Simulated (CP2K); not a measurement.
Pt: single point with PBE

The system is Pt.

```
Pt
1.0
     2.77313    0.00000    0.00000
     1.38657    2.40160    0.00000
     1.38657    0.80053    2.26425
Pt
1
Cartesian
  0.0000 0.0000 0.0000
```

- Program: CP2K 2026.2
- Task: single point
- Functional: PBE
- Potentials or basis: GTH_POTENTIALS Pt GTH-PBE-q18; TZVP-MOLOPT-SR-GTH basis
- Density cutoff: 7483 eV
- k mesh: 12 × 12 × 12
- Occupations: fermi-dirac, width 0.05 eV
- Spin: no spin polarisation

```
Pressure               : 10.3 GPa
Band gap on the k mesh : none (metal or under the smearing width)
```

Levels at points of the mesh, in eV from the Fermi level:
```
           k point  band 5  band 6  band 7  band 8  band 9  band 10  band 11  band 12  band 13  band 14
(0.00, 0.00, 0.00)  -10.31   -3.83   -3.83   -3.83   -1.65    -1.65    16.07    20.73    20.73    20.73
(0.00, 0.00, 0.50)   -7.40   -3.89   -3.89   -0.66    0.03     0.03     5.85    15.99    19.35    19.35
(0.00, 0.50, 0.50)   -7.15   -6.69    0.00    0.49    0.49     1.59     8.89    11.32    11.32    21.20
```

Run time: 55 s on 1 thread of Arm Neoverse V2, with other jobs on the host, peak memory 0.24 GiB.

Caveat: the basis of atomic orbitals isn't converged, which shifts pressures, moduli and gaps. Spin-orbit coupling is left out, which matters for the levels of Pt.
